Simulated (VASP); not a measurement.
# ZnO (P6_3/mmc) in VASP: further runs, part 2 of 2

VASP 6.6.1. The steps go on from the part before.

## 5. Single point, PBEsol (grid = ENCUT=400 dk=0.9 cell=1x1x1 ISMEAR=0 SIGMA=0.05 LREAL=Auto EDIFF=1e-06)

The input, INCAR:

```
  PREC = Accurate
  ENCUT = 400
  EDIFF = 1E-6
  ISMEAR = 0
  SIGMA = 0.05
  LREAL = Auto
  LASPH = T
  NELM = 120
  ALGO = Fast
  ISIF = 2
  LWAVE = F
  LCHARG = F
  GGA = PS
  NBANDS = 26
```

The input, KPOINTS:

```
Automatic mesh
0
Gamma
  3 3 1
```

The input, POSCAR:

```
ZnO
1.0
    3.2879671587      0.0000000000      0.0000000000
   -1.6439835793      2.8474630862      0.0000000000
    0.0000000000      0.0000000000      7.1304413500
Zn O
2 2
Direct
    0.0000000000      0.0000000000      0.2500000000
    0.0000000000      0.0000000000      0.7500000000
    0.6666666667      0.3333333333      0.7500000000
    0.3333333333      0.6666666667      0.2500000000
```

Started as:

```
cat potpaw_PBE.64/Zn/POTCAR potpaw_PBE.64/O/POTCAR > POTCAR
mpirun -np 1 vasp_std > vasp.out
```

It took 8.9 s on 1 thread of Intel Xeon Platinum 8259CL at 2.50GHz (Skylake/Cascade Lake), shared host; peak memory 0.16 GiB.

These settings aren't checked as converged: the numbers below hold their error.

What came out:

- Free energy: -18.0810 eV
- Band gap on the k mesh: 0.70 eV, direct

Caveat: the k mesh is coarse (spacing up to 0.88 Å⁻¹), so the values aren't converged; the cutoff is under 1.25 times the usual one of these potentials, so pressure, stress and relaxed cells hold a basis-set (Pulay) error; the PAW data sets were made with another functional, which shifts forces and pressure a little.

## 6. Single point, PBEsol (grid = ENCUT=400 dk=0.6 cell=1x1x1 ISMEAR=0 SIGMA=0.05 LREAL=Auto EDIFF=1e-06)

INCAR is that of step 5.

The input, KPOINTS:

```
Automatic mesh
0
Gamma
  4 4 2
```

POSCAR is that of step 5.

Potentials or basis: VASP PAW PBE potentials, release 64 (Zn, O).

Started as:

```
cat potpaw_PBE.64/Zn/POTCAR potpaw_PBE.64/O/POTCAR > POTCAR
mpirun -np 1 vasp_std > vasp.out
```

OUTCAR:

```text
PREC = Accurate
   ENCUT = 400
   EDIFF = 1E-6
   ISMEAR = 0
   LREAL = Auto
   LASPH = T
   NELM = 120
   ISIF = 2
   GGA = PS

 Found      8 irreducible k-points:

 Following reciprocal coordinates:
            Coordinates               Weight
  0.000000  0.000000  0.000000      1.000000
  0.250000  0.000000  0.000000      6.000000
  0.500000  0.000000  0.000000      3.000000
  0.250000  0.250000  0.000000      6.000000
  0.000000  0.000000  0.500000      1.000000
  0.250000  0.000000  0.500000      6.000000
   k-points           NKPTS =      8   k-points in BZ     NKDIM =      8   number of bands    NBANDS=     26
   number of dos      NEDOS =    301   number of ions     NIONS =      4
   total plane-waves  NPLWV =  27648
   dimension x,y,z NGX =    24 NGY =   24 NGZ =   48
   dimension x,y,z NGXF=    48 NGYF=   48 NGZF=   96
   ions per type =               2   2
   NGX,Y,Z   is equivalent  to a cutoff of  12.13, 12.13, 11.19 a.u.
   NGXF,Y,Z  is equivalent  to a cutoff of  24.27, 24.27, 22.38 a.u.
 SYSTEM =  unknown system
   PREC   = accura    normal or accurate (medium, high low for compatibility)
   ISTART =      0    job   : 0-new  1-cont  2-samecut
   ICHARG =      2    charge: 1-file 2-atom 10-const
   ISPIN  =      1    spin polarized calculation?
   LNONCOLLINEAR =      F non collinear calculations
   LSORBIT =      F    spin-orbit coupling
   LASPH  =      T    aspherical Exc in radial PAW
   ENCUT  =  400.0 eV  29.40 Ry    5.42 a.u.   5.36  5.36 11.63*2*pi/ulx,y,z
   NELM   =    120;   NELMIN=  2; NELMDL= -5     # of ELM steps
   EDIFF  = 0.1E-05   stopping-criterion for ELM
   LREAL  =      T    real-space projection
   EDIFFG = 0.1E-04   stopping-criterion for IOM
   NSW    =      0    number of steps for IOM
   IBRION =     -1    ionic relax: 0-MD 1-quasi-New 2-CG
   NFREE  =      0    steps in history (QN), initial steepest desc. (CG)
   ISIF   =      2    stress and relaxation
   ISYM   =      2    0-nonsym 1-usesym 2-fastsym
   POTIM  = 0.5000    time-step for ionic-motion
   TEBEG  =    0.0;   TEEND  =   0.0 temperature during run
   PSTRESS=    0.0 pullay stress
   NELECT =      36.0000    total number of electrons
   NUPDOWN=      -1.0000    fix difference up-down
   EMIN   =  10.00;   EMAX   =-10.00  energy-range for DOS
   EFERMI =   0.00;   METHOD = LEGACY
   ISMEAR =     0;   SIGMA  =   0.05  broadening in eV -4-tet -1-fermi 0-gaus
   EFERMI_NEDOS =   21; number of points for ismear=-14 and -15
   IALGO  =     68    algorithm
   IMIX   =      4    mixing-type and parameters
     AMIX     =   0.40;   BMIX     =  1.00
     AMIX_MAG =   1.60;   BMIX_MAG =  1.00
  volume/ion in A,a.u.               =      16.69       112.63
  Fermi-wavevector in a.u.,A,eV,Ry     =   1.332524  2.518105 24.158775  1.775620
  Thomas-Fermi vector in A             =   2.461452
   LORBIT       =      0    0 simple, 1 ext, 2 COOP (PROOUT), +10 PAW based schemes
   GGA     = PS    functional components
   LHFCALC =     F    Hartree Fock is set to
   AEXX    =    0.0000 exact exchange contribution
   IVDW    =     0    specifies the selected vdW correction
   LEPSILON=     F    determine dielectric tensor
   LRPA    =     F    only Hartree local field effects (RPA)
 non-spin polarized calculation
 RMM-DIIS sequential band-by-band and
 Gauss-broadening in eV      SIGMA  =   0.05
  energy-cutoff  :      400.00
  volume of cell :       66.76
 maximum number of plane-waves:      1236
 NGX is ok and might be reduce to    24
   NGX = 11   NGY = 11   NGZ = 23

 number of electron      35.9999965 magnetization

 Free energy of the ion-electron system (eV)
  ---------------------------------------------------
  ext. energy  EPLUGINS =         0.00000000
  ---------------------------------------------------
  free energy    TOTEN  =       -18.25436208 eV

  energy without entropy =      -18.25436208  energy(sigma->0) =      -18.25436208

 E-fermi :  -0.6569     XC(G=0):  -9.1662

 val. band max:       -0.8888289064   @ k =   0.0000   0.0000   0.0000
 cond. band min:      -0.1535832628   @ k =   0.0000   0.0000   0.0000
 fundamental gap:      0.7352456435
 Fermi energy:        -0.6569241474

 k-point     1 :       0.0000    0.0000    0.0000
  band No.  band energies     occupation
      1     -18.2884      2.00000
      2     -18.2053      2.00000
      3      -7.0200      2.00000
      4      -7.0200      2.00000
      5      -7.0049      2.00000
      6      -7.0049      2.00000
[... 18 lines left out ...]
     25      11.8124      0.00000
     26      12.6024      0.00000
[... 122 lines left out ...]
      4      -7.0569      2.00000
      5      -6.6293      2.00000
      6      -6.6293      2.00000
[... 18 lines left out ...]
     25      12.9545      0.00000
     26      13.0589      0.00000

 [... further k-points ...]

------------------------ aborting loop because EDIFF is reached ----------------------------------------

  FORCE on cell =-STRESS in cart. coord.  units (eV):
  Direction    XX          YY          ZZ          XY          YZ          ZX
  --------------------------------------------------------------------------------------
  -------------------------------------------------------------------------------------
  Total       -3.5119249     -3.5119249     -1.8210500     -0.0000000      0.0000000     -0.0000000
  in kB      -84.2856833    -84.2856833    -43.7049328     -0.0000000      0.0000000     -0.0000000
  external PRESSURE =     -70.7587665 kB  Pullay stress =       0.0000000 kB

 VOLUME and BASIS-vectors are now :
 -----------------------------------------------------------------------------
  energy-cutoff  :      400.00
  volume of cell :       66.76
      direct lattice vectors                 reciprocal lattice vectors
     3.287967159  0.000000000  0.000000000     0.304139291  0.175594901  0.000000000
    -1.643983579  2.847463086  0.000000000     0.000000000  0.351189803  0.000000000
     0.000000000  0.000000000  7.130441350     0.000000000  0.000000000  0.140243773

 POSITION                                       TOTAL-FORCE (eV/Angst)
 -----------------------------------------------------------------------------------
      0.00000      0.00000      1.78261         0.000000     -0.000000      0.000000
      0.00000      0.00000      5.34783         0.000000      0.000000      0.000000
      1.64398      0.94915      5.34783        -0.000000      0.000000     -0.000000
     -0.00000      1.89831      1.78261         0.000000     -0.000000     -0.000000
 -----------------------------------------------------------------------------------
    total drift:                               -0.000000      0.000000      0.000000

  FREE ENERGIE OF THE ION-ELECTRON SYSTEM (eV)
  ---------------------------------------------------
  free  energy   TOTEN  =       -18.2543620785 eV

  energy  without entropy=      -18.2543620785  energy(sigma->0) =      -18.25436208
```

OSZICAR:

```text
N       E                     dE             d eps       ncg     rms          rms(c)
DAV:   1     0.261119295234E+03    0.26112E+03   -0.15582E+04   416   0.153E+03
DAV:   2     0.798727268113E+01   -0.25313E+03   -0.23681E+03   458   0.343E+02
DAV:   3    -0.213214679171E+02   -0.29309E+02   -0.29024E+02   466   0.125E+02
DAV:   4    -0.218309662875E+02   -0.50950E+00   -0.50891E+00   442   0.179E+01
DAV:   5    -0.218338357043E+02   -0.28694E-02   -0.28693E-02   476   0.131E+00    0.151E+01
RMM:   6    -0.184147940964E+02    0.34190E+01   -0.99030E+00   456   0.180E+01    0.109E+01
RMM:   7    -0.183233366376E+02    0.91457E-01   -0.97304E-01   472   0.850E+00    0.476E+00
RMM:   8    -0.182641276598E+02    0.59209E-01   -0.15552E-01   467   0.301E+00    0.234E+00
RMM:   9    -0.182552884542E+02    0.88392E-02   -0.51039E-02   479   0.228E+00    0.303E-01
RMM:  10    -0.182538913599E+02    0.13971E-02   -0.11105E-02   493   0.614E-01    0.109E-01
RMM:  11    -0.182544729397E+02   -0.58158E-03   -0.25853E-03   464   0.454E-01    0.900E-02
RMM:  12    -0.182543631945E+02    0.10975E-03   -0.89687E-04   503   0.216E-01    0.388E-02
RMM:  13    -0.182543655341E+02   -0.23395E-05   -0.10352E-04   507   0.618E-02    0.273E-02
RMM:  14    -0.182543623993E+02    0.31348E-05   -0.16643E-05   485   0.285E-02    0.735E-03
RMM:  15    -0.182543620785E+02    0.32075E-06   -0.57115E-06   427   0.165E-02
   1 F= -.18254362E+02 E0= -.18254362E+02  d E =-.176154E-11
```

Run time: 16 s. Hardware: 1 thread of Intel Xeon Platinum 8259CL at 2.50GHz (Skylake/Cascade Lake), shared host; peak memory 0.16 GiB.

These settings aren't checked as converged: the numbers below hold their error.

Results:

```
Free energy            : -18.2544 eV
Band gap on the k mesh : 0.74 eV, direct
```

Caveat: the k mesh is coarse (spacing up to 0.55 Å⁻¹), so the values aren't converged; the cutoff is under 1.25 times the usual one of these potentials, so pressure, stress and relaxed cells hold a basis-set (Pulay) error; the PAW data sets were made with another functional, which shifts forces and pressure a little.
